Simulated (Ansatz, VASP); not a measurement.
## One calculation of Os, two programs

```
CELL_PARAMETERS angstrom
1.91857 -1.91815 0.00000
1.91857 1.91815 0.00000
0.00000 0.00000 7.58414
ATOMIC_POSITIONS crystal
Os 0.75001 0.24999 0.12501
Os 0.74999 0.25001 0.62501
Os 0.24999 0.75001 0.87499
Os 0.25001 0.74999 0.37499
```

Alike in both runs: functional PBEsol; k mesh 6 × 6 × 4; occupations gaussian, width 0.1 eV; no spin polarisation.

Ansatz relaxed the structure, and its values are those at the end. VASP's run is a single point on that final structure, the one shown.

```csv
,VASP,Ansatz
version,VASP 6.6.1,Ansatz 0.2.0
potentials or method,"VASP PAW PBE potentials, release 64 (Os)","scalar-relativistic, plane waves, PAW"
plane-wave cutoff (eV),520,420
valence electrons in the cell,32,64
```

|  | VASP | Ansatz | Ansatz less VASP |
| --- | --- | --- | --- |
| gap on the k mesh at the Fermi level (eV) | none | none | - |
| pressure (GPa) | 0.5 | 0.0 | -0.49 |

A gap of «none» marks a metal or a gap that the smearing closes. The two sets of potentials don't hold the same shells in valence.

Caveats: the k mesh is coarse (spacing up to 0.39 Å⁻¹), so the values aren't converged; the PAW data sets were made with another functional, which shifts forces and pressure a little (VASP). The runs have no spin-orbit coupling, so splittings on Os are missing.
